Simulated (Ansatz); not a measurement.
**Cu under changes of volume**

One of the cells (22.235 Å³/atom); the others are scaled copies at fixed shape and fractional positions:

```
CELL_PARAMETERS angstrom
2.50366 0.00000 0.00000
-1.25183 2.16823 0.00000
0.00000 0.00000 24.57559
ATOMIC_POSITIONS crystal
Cu 0.33333 0.66667 0.71039
Cu 0.66667 0.33333 0.54201
Cu 0.00000 0.00000 0.62624
Cu 0.33333 0.66667 0.45799
Cu 0.66667 0.33333 0.28961
Cu 0.00000 0.00000 0.37376
```

| Quantity | Value |
| --- | --- |
| Program | Ansatz 0.2.0 |
| Functional | PBE |
| Dispersion | D4 |
| Potentials or basis | Ansatz PAW |
| Cutoff | 420 eV (not typed: the program's choice for these potentials) |
| k mesh | 12 × 12 × 2 |
| Occupations | fermi-dirac, width 0.02 eV |
| Spin | no spin polarisation |

```csv
volume (Å³/atom),energy over the lowest point (meV/atom),largest force (eV/Å)
20.901,24.94,0.449
21.345,11.23,0.303
21.790,?,?
22.235,0.00,0.071
22.680,1.15,0.074
23.124,6.05,0.181
23.569,14.34,0.275
```

Q: What does the run at 21.790 Å³/atom give?

A: Energy over the lowest point 3.14 meV/atom; largest force 0.169 eV/Å.

Worked out: A Birch-Murnaghan fit of order 3 (a polynomial in V^(-2/3)) to the other rows has its minimum at 22.33 Å³/atom with B0 = V·E''(V) = 76 GPa and B' = 5.6 at fixed shape and positions, which overstates the stiffness. It gives 3.15 meV/atom at 21.790 Å³/atom, against the run's 3.14.

Energies are extrapolated to zero smearing.
